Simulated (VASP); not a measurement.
# Ir (P6_3/mmc) in VASP: a series of runs

The runs below take Ir through single point, relaxation of cell and atoms, with PBEsol.

Everything below comes from runs of VASP 6.6.1. Logs are shortened: lines on timing, memory, paths and dates and some standing lists are left out, and cuts for length are marked.

**1. The crystal as given**

The structure is hexagonal, space group P6_3/mmc (No. 194). The conventional cell has a = 2.719 Å, b = 2.719 Å, c = 4.408 Å, α = 90.00°, β = 90.00°, γ = 120.00°. Around Ir (site symmetry -6m2) lie 12 Ir at 2.71 to 2.72 Å.

This isn't the form of Ir at room conditions, which is fcc.

**2. Single point, PBEsol**

The input, INCAR:

```
PREC = Accurate
ENCUT = 520
EDIFF = 1E-6
ISMEAR = 0
SIGMA = 0.1
LREAL = False
LASPH = True
NELM = 100
ALGO = Normal
ISIF = 2
LWAVE = False
LCHARG = False
GGA = PS
NBANDS = 16
```

The input, KPOINTS:

```
regular mesh
0
Gamma
  18 18 10
```

The input, POSCAR:

```
Ir
1.0
    2.7189969370      0.0000000000      0.0000000000
   -1.3594984685      2.3547204202      0.0000000000
    0.0000000000      0.0000000000      4.4082208311
Ir
2
Direct
    0.6666666667      0.3333333333      0.7500000000
    0.3333333333      0.6666666667      0.2500000000
```

Potentials or basis: VASP PAW PBE potentials, release 64 (Ir).

Started as:

```console
$ cat potpaw_PBE.64/Ir/POTCAR > POTCAR
$ mpirun -np 1 vasp_std > vasp.out
```

OUTCAR:

```text
PREC = Accurate
   ENCUT = 520
   EDIFF = 1E-6
   ISMEAR = 0
   LREAL = False
   LASPH = True
   NELM = 100
   ISIF = 2
   GGA = PS

 ion  position               nearest neighbor table
   1  0.667  0.333  0.750-   2 2.71   2 2.71   2 2.71   2 2.71   2 2.71   2 2.71
   2  0.333  0.667  0.250-   1 2.71   1 2.71   1 2.71   1 2.71   1 2.71   1 2.71

  LATTYP: Found a hexagonal cell.
 ALAT       =     2.7189969370
 C/A-ratio  =     1.6212673031

  Lattice vectors:

 A1 = (   2.7189969370,   0.0000000000,   0.0000000000)
 A2 = (  -1.3594984685,   2.3547204202,   0.0000000000)
 A3 = (   0.0000000000,   0.0000000000,   4.4082208311)

Analysis of symmetry for initial positions (statically):
=====================================================================
 Subroutine PRICEL returns:
 Original cell was already a primitive cell.

 Routine SETGRP: Setting up the symmetry group for a
 hexagonal supercell.

 Subroutine GETGRP returns: Found 24 space group operations
 (whereof 12 operations were pure point group operations)
 out of a pool of 24 trial point group operations.

The static configuration has the point symmetry D_3d.
 The point group associated with its full space group is D_6h.

Analysis of symmetry for dynamics (positions and initial velocities):
=====================================================================
 Subroutine PRICEL returns:
 Original cell was already a primitive cell.

 Routine SETGRP: Setting up the symmetry group for a
 hexagonal supercell.

 Subroutine GETGRP returns: Found 24 space group operations
 (whereof 12 operations were pure point group operations)
 out of a pool of 24 trial point group operations.

The dynamic configuration has the point symmetry D_3d.
 The point group associated with its full space group is D_6h.

 Subroutine INISYM returns: Found 24 space group operations
 (whereof 12 operations are pure point group operations),
 and found     1 'primitive' translations

----------------------------------------------------------------------------------------

                                     Primitive cell

  volume of cell :      28.2235

  direct lattice vectors                    reciprocal lattice vectors
     2.718996937  0.000000000  0.000000000     0.367782687  0.212339433  0.000000000
    -1.359498469  2.354720420  0.000000000     0.000000000  0.424678867  0.000000000
     0.000000000  0.000000000  4.408220831     0.000000000  0.000000000  0.226848889

  length of vectors
     2.718996937  2.718996937  4.408220831     0.424678867  0.424678867  0.226848889

  position of ions in fractional coordinates (direct lattice)
     0.666666667  0.333333333  0.750000000
     0.333333333  0.666666667  0.250000000

  ion indices of the primitive-cell ions
   primitive index   ion index
                 1           1
                 2           2

----------------------------------------------------------------------------------------

 KPOINTS: regular mesh

Automatic generation of k-mesh.
 Grid dimensions read from file:
 generate k-points for:   18   18   10

 Generating k-lattice:

  Cartesian coordinates                     Fractional coordinates (reciprocal lattice)
     0.020432372  0.011796635  0.000000000     0.055555556 -0.000000000  0.000000000
     0.000000000  0.023593270  0.000000000     0.000000000  0.055555556  0.000000000
     0.000000000  0.000000000  0.022684889     0.000000000  0.000000000  0.100000000

  Length of vectors
     0.023593270  0.023593270  0.022684889

  Shift w.r.t. Gamma in fractional coordinates (k-lattice)
     0.000000000  0.000000000  0.000000000

 Subroutine IBZKPT returns following result:
 ===========================================

 Found    222 irreducible k-points:

 Following reciprocal coordinates:
            Coordinates               Weight
  0.000000  0.000000  0.000000      1.000000
  0.055556  0.000000  0.000000      6.000000
  0.111111  0.000000  0.000000      6.000000
  0.166667  0.000000  0.000000      6.000000
  0.222222  0.000000  0.000000      6.000000
  0.277778  0.000000  0.000000      6.000000
[... 16 lines left out ...]
  0.333333  0.111111  0.000000     12.000000
  0.388889  0.111111  0.000000     12.000000
 [... further k-points ...]
   k-points           NKPTS =    222   k-points in BZ     NKDIM =    222   number of bands    NBANDS=     16
   number of dos      NEDOS =    301   number of ions     NIONS =      2
   total plane-waves  NPLWV =  14400
   dimension x,y,z NGX =    20 NGY =   20 NGZ =   36
   dimension x,y,z NGXF=    40 NGYF=   40 NGZF=   72
   ions per type =               2
   NGX,Y,Z   is equivalent  to a cutoff of  12.23, 12.23, 13.58 a.u.
   NGXF,Y,Z  is equivalent  to a cutoff of  24.46, 24.46, 27.15 a.u.
 SYSTEM =  unknown system
   PREC   = accura    normal or accurate (medium, high low for compatibility)
   ISTART =      0    job   : 0-new  1-cont  2-samecut
   ICHARG =      2    charge: 1-file 2-atom 10-const
   ISPIN  =      1    spin polarized calculation?
   LNONCOLLINEAR =      F non collinear calculations
   LSORBIT =      F    spin-orbit coupling
   LASPH  =      T    aspherical Exc in radial PAW
   ENCUT  =  520.0 eV  38.22 Ry    6.18 a.u.   5.06  5.06  8.20*2*pi/ulx,y,z
   NELM   =    100;   NELMIN=  2; NELMDL= -5     # of ELM steps
   EDIFF  = 0.1E-05   stopping-criterion for ELM
   LREAL  =      F    real-space projection
   EDIFFG = 0.1E-04   stopping-criterion for IOM
   NSW    =      0    number of steps for IOM
   IBRION =     -1    ionic relax: 0-MD 1-quasi-New 2-CG
   NFREE  =      0    steps in history (QN), initial steepest desc. (CG)
   ISIF   =      2    stress and relaxation
   ISYM   =      2    0-nonsym 1-usesym 2-fastsym
   POTIM  = 0.5000    time-step for ionic-motion
   TEBEG  =    0.0;   TEEND  =   0.0 temperature during run
   PSTRESS=    0.0 pullay stress
   NELECT =      18.0000    total number of electrons
   NUPDOWN=      -1.0000    fix difference up-down
   EMIN   =  10.00;   EMAX   =-10.00  energy-range for DOS
   EFERMI =   0.00;   METHOD = LEGACY
   ISMEAR =     0;   SIGMA  =   0.10  broadening in eV -4-tet -1-fermi 0-gaus
   EFERMI_NEDOS =   21; number of points for ismear=-14 and -15
   IALGO  =     38    algorithm
   IMIX   =      4    mixing-type and parameters
     AMIX     =   0.40;   BMIX     =  1.00
     AMIX_MAG =   1.60;   BMIX_MAG =  1.00
  volume/ion in A,a.u.               =      14.11        95.23
  Fermi-wavevector in a.u.,A,eV,Ry     =   1.409165  2.662936 27.017716  1.985746
  Thomas-Fermi vector in A             =   2.531249
   LORBIT       =      0    0 simple, 1 ext, 2 COOP (PROOUT), +10 PAW based schemes
   GGA     = PS    functional components
   LHFCALC =     F    Hartree Fock is set to
   AEXX    =    0.0000 exact exchange contribution
   IVDW    =     0    specifies the selected vdW correction
   LEPSILON=     F    determine dielectric tensor
   LRPA    =     F    only Hartree local field effects (RPA)
 non-spin polarized calculation
 Gauss-broadening in eV      SIGMA  =   0.10
  energy-cutoff  :      520.00
  volume of cell :       28.22
 maximum number of plane-waves:       780
   NGX = 11   NGY = 11   NGZ = 17

 number of electron      18.0000000 magnetization

 Free energy of the ion-electron system (eV)
  ---------------------------------------------------
  ext. energy  EPLUGINS =         0.00000000
  ---------------------------------------------------
  free energy    TOTEN  =       -19.49218781 eV

  energy without entropy =      -19.48218024  energy(sigma->0) =      -19.48718403

 E-fermi :  10.4216     XC(G=0): -14.1158

 val. band max:       10.4212185322   @ k =   0.3333   0.0000   0.4000
 cond. band min:      10.4225842114   @ k =   0.3889   0.0000   0.0000
 fundamental gap:      0.0013656792
 Fermi energy:        10.4216024615

 k-point     1 :       0.0000    0.0000    0.0000
  band No.  band energies     occupation
      1      -0.9284      2.00000
      2       2.1431      2.00000
      3       6.4243      2.00000
      4       6.5256      2.00000
      5       6.5256      2.00000
      6       7.1940      2.00000
[... 8 lines left out ...]
     15      26.8207      0.00000
     16      27.9008      0.00000

 k-point     2 :       0.0556    0.0000    0.0000
  band No.  band energies     occupation
      1      -0.8066      2.00000
      2       2.2526      2.00000
      3       6.1853      2.00000
      4       6.6285      2.00000
      5       6.7377      2.00000
      6       7.1253      2.00000
[... 8 lines left out ...]
     15      26.9835      0.00000
     16      28.0994      0.00000

 k-point     3 :       0.1111    0.0000    0.0000
  band No.  band energies     occupation
      1      -0.4506      2.00000
      2       2.5600      2.00000
      3       5.8544      2.00000
      4       6.8746      2.00000
      5       6.9328      2.00000
      6       7.0945      2.00000
[... 8 lines left out ...]
     15      27.4144      0.00000
     16      28.5217      0.00000

 k-point     4 :       0.1667    0.0000    0.0000
  band No.  band energies     occupation
      1       0.1085      2.00000
      2       2.9856      2.00000
      3       5.5314      2.00000
      4       6.3943      2.00000
      5       6.6396      2.00000
      6       7.4249      2.00000
[... 8 lines left out ...]
     15      27.6851      0.00000
     16      28.2318      0.00000
[... 324 lines left out ...]
 k-point    22 :       0.2778    0.1111    0.0000
  band No.  band energies     occupation
      1       2.5332      2.00000
      2       3.5678      2.00000
      3       4.1768      2.00000
      4       5.3834      2.00000
      5       6.2449      2.00000
      6       6.7327      2.00000
[... 8 lines left out ...]
     15      22.6079      0.00000
     16      25.4954      0.00000

 k-point    23 :       0.3333    0.1111    0.0000
  band No.  band energies     occupation
      1       2.9546      2.00000
      2       3.3444      2.00000
      3       3.7816      2.00000
      4       5.8316      2.00000
      5       6.1532      2.00000
      6       6.9859      2.00000
[... 8 lines left out ...]
     15      21.3418      0.00000
     16      24.9721      0.00000

 k-point    24 :       0.3889    0.1111    0.0000
  band No.  band energies     occupation
      1       3.1171      2.00000
      2       3.2109      2.00000
      3       3.5395      2.00000
      4       6.1229      2.00000
      5       6.2853      2.00000
      6       6.7908      2.00000
[... 8 lines left out ...]
     15      21.0188      0.00000
     16      23.7523      0.00000

 [... further k-points ...]
[... 5 lines left out ...]
  --------------------------------------------------------------------------------------
  -------------------------------------------------------------------------------------
  Total        0.1702346      0.1702346      0.1729516      0.0000000      0.0000000      0.0000000
  in kB        9.6637803      9.6637803      9.8180168      0.0000000      0.0000000      0.0000000
  external PRESSURE =       9.7151925 kB  Pullay stress =       0.0000000 kB

 VOLUME and BASIS-vectors are now :
 -----------------------------------------------------------------------------
  energy-cutoff  :      520.00
  volume of cell :       28.22
      direct lattice vectors                 reciprocal lattice vectors
     2.718996937  0.000000000  0.000000000     0.367782687  0.212339433  0.000000000
    -1.359498469  2.354720420  0.000000000     0.000000000  0.424678867  0.000000000
     0.000000000  0.000000000  4.408220831     0.000000000  0.000000000  0.226848889

 POSITION                                       TOTAL-FORCE (eV/Angst)
 -----------------------------------------------------------------------------------
      1.35950      0.78491      3.30617         0.000000      0.000000      0.000000
     -0.00000      1.56981      1.10206        -0.000000     -0.000000      0.000000
 -----------------------------------------------------------------------------------
    total drift:                               -0.000000      0.000000     -0.000000

  FREE ENERGIE OF THE ION-ELECTRON SYSTEM (eV)
  ---------------------------------------------------
  free  energy   TOTEN  =       -19.4921878087 eV

  energy  without entropy=      -19.4821802437  energy(sigma->0) =      -19.48718403
```

Run time: 54 s. Hardware: 1 thread of Intel Xeon Platinum 8259CL at 2.50GHz (Skylake/Cascade Lake), shared host; peak memory 0.21 GiB.

Results:

- Free energy: -19.4922 eV
- Pressure: 1.0 GPa
- Band gap on the k mesh: none (metal or under the smearing width)

Levels at points of the mesh, in eV from the Fermi level:
| k point | band 5 | band 6 | band 7 | band 8 | band 9 | band 10 | band 11 | band 12 | band 13 | band 14 |
| --- | --- | --- | --- | --- | --- | --- | --- | --- | --- | --- |
| (0.00, 0.00, 0.00) | -3.90 | -3.23 | -3.23 | -2.42 | -2.42 | -0.90 | 0.27 | 0.27 | 7.07 | 14.21 |
| (0.50, 0.00, 0.00) | -3.62 | -3.53 | -3.04 | 0.72 | 0.98 | 1.14 | 2.95 | 4.40 | 8.22 | 10.30 |
| (0.00, 0.00, 0.50) | -4.02 | -4.02 | -4.02 | -4.02 | -0.48 | -0.48 | -0.48 | -0.48 | 13.60 | 13.60 |
| (0.50, 0.00, 0.50) | -2.17 | -2.17 | -1.03 | -1.03 | 0.97 | 0.97 | 2.00 | 2.00 | 7.67 | 7.67 |

Caveat: the PAW data sets were made with another functional, which shifts forces and pressure a little. Spin-orbit coupling is left out, which matters for the levels of Ir.

**3. Relaxation of cell and atoms, PBEsol**

The input, INCAR:

```
  ALGO = Fast
  EDIFF = 1E-7
  EDIFFG = -0.005
  ENCUT = 600
  GGA = PS
  IBRION = 2
  ISIF = 3
  ISMEAR = 0
  LASPH = T
  LCHARG = F
  LREAL = F
  LWAVE = F
  NELM = 100
  NSW = 100
  PREC = Accurate
  SIGMA = 0.1
```

The input, KPOINTS:

```
k-points
0
Gamma
  18 18 10
```

The input, POSCAR:

```
Ir
1.0
    2.7165646055      0.0000000000      0.0000000000
   -1.3582823028      2.3526139594      0.0000000000
    0.0000000000      0.0000000000      4.4076892575
Ir
2
Direct
    0.6666666667      0.3333333333      0.7500000000
    0.3333333333      0.6666666667      0.2500000000
```

Potentials or basis: VASP PAW PBE potentials, release 64 (Ir).

Started as:

```console
$ cat potpaw_PBE.64/Ir/POTCAR > POTCAR
$ mpirun -np 1 vasp_std > vasp.out
```

Wall time 3.5 min (1 thread of Intel Xeon Platinum 8259CL at 2.50GHz (Skylake/Cascade Lake), shared host); peak memory 0.24 GiB.

The run converged. Its results:

```yaml
Free_energy: -19.4925 eV
Relaxed_volume: 14.15 Å³/atom
Relaxed_cell: a = 2.721 Å, b = 2.721 Å, c = 4.412 Å, α = 90.00°, β = 90.00°, γ = 120.00°
Space_group_after_relaxing_to_0.05_Å: P6_3/mmc (No. 194)
Energy_gained_by_relaxing: 0.4 meV/atom
Ionic_steps: 5
Pressure_after_relaxing: 0.0 GPa
Band_gap_on_the_k_mesh: none (metal or under the smearing width)
```

The path:
| step | energy change (eV) | largest force (eV/Å) | pressure (GPa) | volume (Å³) |
| --- | --- | --- | --- | --- |
| 1 | 0.0000 | 0.0000 | 1.79 | 28.17 |
| 2 | 0.0103 | 0.0000 | -6.70 | 28.82 |
| 3 | -0.0007 | 0.0000 | -0.01 | 28.30 |
| 4 | -0.0007 | 0.0000 | -0.01 | 28.30 |
| 5 | -0.0007 | 0.0000 | -0.01 | 28.30 |

Final structure:
```
Ir
1.0
     2.72147    0.00000    0.00000
    -1.36073    2.35686    0.00000
     0.00000    0.00000    4.41212
Ir
2
Direct
  0.66667 0.33333 0.75000
  0.33333 0.66667 0.25000
```

Levels at points of the mesh, in eV from the Fermi level:
```csv
k point,band 5,band 6,band 7,band 8,band 9,band 10,band 11,band 12,band 13
"(0.00, 0.00, 0.00)",-3.88,-3.21,-3.21,-2.41,-2.41,-0.89,0.27,0.27,7.04
"(0.50, 0.00, 0.00)",-3.61,-3.52,-3.02,0.71,0.98,1.13,2.94,4.39,8.21
"(0.00, 0.00, 0.50)",-4.00,-4.00,-4.00,-4.00,-0.48,-0.48,-0.48,-0.48,13.59
"(0.50, 0.00, 0.50)",-2.16,-2.16,-1.02,-1.02,0.96,0.96,2.00,2.00,7.64
```

Caveat: the PAW data sets were made with another functional, which shifts forces and pressure a little.

(Part 1 of 2 ends here.)
